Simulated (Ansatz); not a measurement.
# Rh(110) / 3 layers Pt(110) / Rh(110): resistance against film thickness, part 3 of 3

How does the resistance across the layers grow with the film in Rh(110) / 3 layers Pt(110) / Rh(110)?

Ansatz 0.2.0; Ansatz plane-wave DFT, PBEsol, PAW files; ballistic transport by layer matching (Landauer), zero bias; PAW set soft_1 (the session's first sound run).

So far. Step 6 (With 10 layers, k-mesh 14×10×1, film layers 10): The conductance of the junction is 1.3e15 S/m², 2.0 % under the 1.3e15 S/m² of the last finished run, within the error estimates, leads' steps apart, of 4.2 and 3.7 %.

## 8. With 5 layers

A repeat with a changed input, to see how far the result depends on it.

This step: Ansatz plane-wave DFT, PBEsol, PAW files; ballistic transport by layer matching (Landauer), zero bias; changed: output.transmission.e_range = [-3, 3], output.transmission.de = 0.035; PAW set soft_1 (Ansatz 0.2.0).

System of this step: Rh(110) / 5 layers Pt(110) / Rh(110). The cell holds 18 atoms: 13 Rh and 5 Pt. Its edges and angles: a = 2.689 Å, b = 3.803 Å, c = 24.852 Å, α = 90.0°, β = 90.0°, γ = 90.0°. It derives from Rh and Pt. Regions: lead, 13 atoms (13 Rh); films, 5 atoms (5 Pt). The structure is stacked along c, and the current runs across the ab planes.

Contents of input.yaml:

```yaml
crystal:
  lattice:
    - [2.6891977995, 0.0, 0.0]
    - [0.0, 3.8031, 0.0]
    - [0.0, 0.0, 24.8521340379]
  atoms:
    - { symbol: Rh, position: [0.0, 0.0, 0.0270519807] }
    - { symbol: Rh, position: [0.5, 0.5, 0.081155942] }
    - { symbol: Rh, position: [0.0, 0.0, 0.1352599034] }
    - { symbol: Rh, position: [0.5, 0.5, 0.1893638648] }
    - { symbol: Rh, position: [0.0, 0.0, 0.2434678261] }
    - { symbol: Rh, position: [0.5, 0.5, 0.2975717875] }
    - { symbol: Pt, position: [0.0, 0.0, 0.3542886184] }
    - { symbol: Pt, position: [0.5, 0.5, 0.4136183189] }
    - { symbol: Pt, position: [0.0, 0.0, 0.4729480193] }
    - { symbol: Pt, position: [0.5, 0.5, 0.5322777198] }
    - { symbol: Pt, position: [0.0, 0.0, 0.5916074202] }
    - { symbol: Rh, position: [0.5, 0.5, 0.6483242511] }
    - { symbol: Rh, position: [0.0, 0.0, 0.7024282125] }
    - { symbol: Rh, position: [0.5, 0.5, 0.7565321739] }
    - { symbol: Rh, position: [0.0, 0.0, 0.8106361352] }
    - { symbol: Rh, position: [0.5, 0.5, 0.8647400966] }
    - { symbol: Rh, position: [0.0, 0.0, 0.918844058] }
    - { symbol: Rh, position: [0.5, 0.5, 0.9729480193] }
kpoints:
  mp_grid: { grid: [14, 10, 1] }
hamiltonian:
  xc: pbesol
  pseudopotentials: { kind: paw, azcp: { folder: soft_1 }, xc_functional: pbe }
scf:
  occupations: { method: fermi_dirac, width: 0.1 }
output:
  transmission: { leads: [[0, 1]], kmesh: [28, 20], e_range: [-3, 3], de: 0.035 }
  write_potential: true
  write_density: true
  volumetric_format: npy
```

Started as:

```bash
$ ansatz run input.yaml --threads 4 --pin off --max-ram 8192MiB --backend cpu --events-out ev --progress --plain --runs-dir out
```

Numbers of over 12 decimals in the logs are rounded to 6 here.

The program printed:

```text
[...]
Crystal: 18 atoms, lattice volume = 254.170 Å³
Basis set: ecut = 420 eV, 4983 PW (Γ)
Bands: 187, of which v1, the nominal top of the filled ones, is band 156 counted from 1 (155 counted from 0)
Symmetry: 8 space group operations
[...]
k-points: 48 of 140
[...]
SCF iter   1: F=—  HF=-144344.801170 eV  |F-HF|=—  |Δ(HF+E_count)|=         —  Δρ=1.31e-1  dr2=7.22e2  ethr=3.10e-3  ⟨swp⟩=4.7  Hψ=26475  notcnv=0  defer=168
[...]
SCF iter  10: F=-144331.589725 eV  HF=-144331.589725 eV  |F-HF|=1.21e-8  |Δ(HF+E_count)|=   1.86e-8  Δρ=1.82e-6  dr2=1.45e-8  ethr=3.22e-11  ⟨swp⟩=8.3  Hψ=23792  notcnv=0
SCF 1 converged in 10 iterations: F = -144331.589725 eV  dr2 = 1.45e-8
[...]
transmission: 908 of 9075 steps passed
transmission: 1815 of 9075 steps passed
[...]
transmission: 9075 of 9075 steps passed
SCF converged after 10 iterations
Free energy (F): -144331.589725 eV
[...]
Internal energy: -144330.750823 eV  (E = F + TS)
E sigma→0 (E₀):  -144331.170274 eV
Entropy (-TS):   -0.838902 eV (-46.606 meV/atom)
Fermi energy:    22.548152 eV
[...]
--- Band table (eV; the first three rows and the last of 48) ---
  k-point 0: bands = [... 152 lower, 21.9444, 21.9763, 22.1829, 22.2553, 22.2812, 22.3621, 22.5206, 22.5270, ... 27 higher]
  k-point 1: bands = [... 152 lower, 21.9412, 21.9453, 21.9677, 22.0291, 22.4194, 22.4568, 22.4676, 22.4961, ... 27 higher]
  k-point 2: bands = [... 152 lower, 21.9056, 21.9220, 22.1022, 22.1411, 22.2839, 22.3049, 22.3922, 22.3980, ... 27 higher]
  k-point 47: bands = [... 152 lower, 22.9809, 22.9836, 22.9909, 23.0186, 23.0595, 23.0737, 23.1167, 23.1224, ... 27 higher]
--- Transmission ---
  basis      : 89 plane waves across, 55 finite elements along
  points     : 165, standing for a mesh of 28 x 20
[...]
filled         : 17.7 meV under the level at which it is neutral
    channels       : 3.021429e0 a spin
[...]
slowest decay  : 0.0237 /Å at (0.4286, 0.4500)
  junction   : crystal 0 to crystal 0, -0.00 to 22.16 Å
    transmission   : 1.855611e0 a spin
[...]
resistance     : 2.7191e-4 Ω µm² beyond half of each lead's own
```

It took 35 min on 4 threads of Intel Xeon Platinum 8375C at 2.90GHz (Ice Lake), shared host; peak memory 2.2 GiB.

Numbers from this step:

```yaml
free_energy: -144331.5897 eV
energy_at_zero_smearing: -144331.1703 eV
fermi_energy: 22.55 eV
step_of_the_lead_s_potential: 8 meV
estimated_errors_of_the_lead_s_conductance: 0, 3.5, 0.6 % (band edges, k-mesh, distance from neutral)
lead_conductance_per_cell: 3.020 G₀
conductance_of_the_junction: 1.41e15 S/m²
junction_conductance_per_cell: 1.862 G₀
estimated_errors_of_the_junction_s_conductance: 0.3, 0.1, 3.2, 2.7, 0.2 % (energy step, band edges, k-mesh, leads' steps, distance from neutral)
area_resistance_that_the_stack_adds_contact_term_taken_off_spin_by_spin: 0.2719 fΩ m²
```

Per spin. The transmission, zone mean by energy, zero at the Fermi level:

energy (eV), transmission, zone mean and a bar from the least value:
```
  -3.0000       1.45 ##############
  -2.7550       1.75 ######################
  -2.5100       1.70 #####################
  -2.2650       1.81 ########################
  -2.1250       2.01 ##############################
  -1.9850       1.93 ###########################
  -1.7400       1.79 #######################
  -1.4950       1.97 ############################
  -1.3550       2.03 ##############################
  -1.2500       1.99 #############################
  -1.0050       1.85 #########################
  -0.7600       1.89 ##########################
  -0.5150       1.90 ###########################
  -0.2350       1.89 ##########################
   0.0100       1.86 #########################
   0.2550       1.70 #####################
   0.5000       1.28 #########
   0.7450       1.00 ##
   0.9900       0.94 
   1.2350       1.00 ##
   1.5150       1.03 ##
   1.7600       1.08 ####
   2.0050       1.11 #####
   2.2500       1.14 #####
   2.4950       1.16 ######
   2.7400       1.19 #######
```

The conductance of the junction is unchanged within 0.05 %.

## 9. What came out

* area resistance, 3 layers: 0.206 fΩ m²
* area resistance, 5 layers: 0.272 fΩ m²
* area resistance, 6 layers: 0.293 fΩ m²
* area resistance, 8 layers: 0.321 fΩ m²
* area resistance, 10 layers: 0.335 fΩ m²

**Reading.** The stack adds 0.21 fΩ m² with 3 layers and 0.34 fΩ m² with 10. From 5 to 10 layers it grows by 23 %, though no single step exceeds the two runs' error estimates together; nothing scatters inside a perfect film, so this is no ohmic growth. Atoms sit on ideal sites and aren't relaxed. Spin-orbit coupling is left out, which matters for Pt. Pt(110) is compressed by 3.0 % in plane to fit Rh(110), at its own atomic volume.

[Logs are printed without paths, hosts, clocks, repeated set-up lines and the standing remarks that a program may print on its own settings, such as how far it seeks lower states.]

[Hosts, paths, dates, database ids (printed as entryN), source tags and the programs' standing remarks are cut or masked in the printed files.]
